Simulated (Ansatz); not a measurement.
Crystal: Nb.

```
CELL_PARAMETERS angstrom
0.00000 2.11500 2.11500
2.11500 0.00000 2.11500
2.11500 2.11500 0.00000
ATOMIC_POSITIONS crystal
Nb 0.00000 0.00000 0.00000
```

This isn't the form of Nb at room conditions, which is bcc.

| Property | Result |
| --- | --- |
| Program | Ansatz 0.2.0 |
| Task | relaxation of cell and atoms |
| Functional | PBE |
| Dispersion | D3(BJ) |
| Potentials or basis | Ansatz PAW |
| Cutoff | 420 eV (not typed: the program's choice for these potentials) |
| k mesh | 11 × 11 × 11 |
| Occupations | fermi-dirac, width 0.05 eV |
| Spin | no spin polarisation |

At the start: volume 18.92 Å³/atom.

Q: How do energy, volume and symmetry change on relaxing?

A: It ends after 5 steps and the volume is 18.00 Å³/atom (-4.9 %); space group Fm-3m (No. 225, to 0.05 Å).

Step by step:
```tsv
step	energy change (eV)	largest force (eV/Å)	volume (Å³)
1	0.0000	0.0000	18.92
2	-0.0238	0.0000	18.11
3	-0.0242	0.0000	17.99
4	-0.0242	0.0000	18.00
5	-0.0241	0.0000	18.00
```

Final structure:
```
CELL_PARAMETERS angstrom
0.00000 2.08004 2.08004
2.08004 0.00000 2.08004
2.08004 2.08004 0.00000
ATOMIC_POSITIONS crystal
Nb 0.00000 0.00000 0.00000
```

Caveat: the plane-wave basis is chosen anew once the cell has moved, so the energies of steps on either side of that aren't comparable; pairwise dispersion overbinds metals, which lowers pressure and volume.
